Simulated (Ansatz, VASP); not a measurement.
# One calculation of Ga, two programs

Contents of INCAR:

```
PREC     = Accurate       # precision mode
ENCUT    = 520            # plane-wave cutoff, eV
EDIFF    = 1E-8           # SCF threshold, eV
ISMEAR   = -1             # smearing method
SIGMA    = 0.08           # smearing width, eV
LREAL    = F              # projectors in reciprocal space
LASPH    = T              # aspherical terms in the spheres
NELM     = 80             # most SCF steps
ALGO     = Normal         # electronic algorithm
ISIF     = 2              # what is computed and relaxed
LWAVE    = F              # write WAVECAR
LCHARG   = F              # write CHGCAR
GGA      = PE             # functional
LEFG     = T            
NBANDS   = 12             # bands
```

The input KPOINTS:

```
Automatic mesh
0
Gamma
  16 16 16
```

POSCAR

```
Ga
1.0
    2.7530674529      0.0000000000      0.0000000000
    0.0000000000      2.7530674529      0.0000000000
    0.0000000000      0.0000000000      2.7530674529
Ga
1
Direct
    0.0000000000      0.0000000000      0.0000000000
```

Input for Ansatz:

```yaml
crystal:
  lattice:
    - [2.7530674529, 0.0, 0.0]
    - [0.0, 2.7530674529, 0.0]
    - [0.0, 0.0, 2.7530674529]
  atoms:
    - { symbol: Ga, position: [0.0, 0.0, 0.0] }
kpoints:
  mp_grid: { grid: [16, 16, 16] }
scf:
  occupations: { method: fermi_dirac, width: 0.08 }
hamiltonian:
  xc: pbe
  pseudopotentials: { kind: paw }
output:
  forces: true
  stress: true
  eigenvalues: true
  efg: { contact_densities: true }
```

Change from the starting cell: volume scaled by 1.04, PAW files.

Alike in both runs: task electric field gradients; functional PBE; k mesh 16 × 16 × 16; occupations fermi-dirac, width 0.08 eV; no spin polarisation.

|  | VASP | Ansatz |
| --- | --- | --- |
| version | VASP 6.6.1 | Ansatz 0.2.0 |
| potentials or method | VASP PAW PBE potentials, release 64 (Ga_d) | PAW with Ansatz's default frozen-core files, scalar-relativistic |
| plane-wave cutoff (eV) | 520 | 420 |
| valence electrons in the cell | 13 | 13 |

```tsv
	VASP	Ansatz	Ansatz less VASP
pressure (GPa)	-1.5	-1.6	-0.09
Vzz of the field gradient on the site that differs most (V/Å²)	0.0	0.0	0.00
```

The functional is the same, so the differences come from potentials, cutoffs and numerics.
